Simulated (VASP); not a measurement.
The system is CdSe.

```xyz
2
Lattice="0.0000 3.1305 3.1305 3.1305 0.0000 3.1305 3.1305 3.1305 0.0000" Properties=species:S:1:pos:R:3 pbc="T T T"
Cd    0.0000    0.0000    0.0000
Se    1.5652    1.5652    1.5652
```

Measurements of this composition are mostly on another form, of space group No. 186.

Base run:

```yaml
Program: VASP 6.6.1
Functional: revPBE
Dispersion: D3(BJ)
Potentials_or_basis: VASP PAW PBE potentials, release 64 (Cd, Se)
Cutoff: 520 eV
k_mesh: 8 × 8 × 8
Occupations: fermi-dirac, width 0.05 eV
Spin: no spin polarisation
```

Its results: band gap on the k mesh 0.56 eV, direct; pressure -3.3 GPa.

**Question.** The run is repeated on the same cell with these changes: functional from revPBE to RPBE; dispersion from D3(BJ) to none. What comes out?

**Answer.** Band gap on the k mesh 0.60 eV, direct; pressure 0.7 GPa.

Several settings changed at once, so the effect can't be laid on one alone.

Caveats: the PAW data sets were made with another functional, which shifts forces and pressure a little.

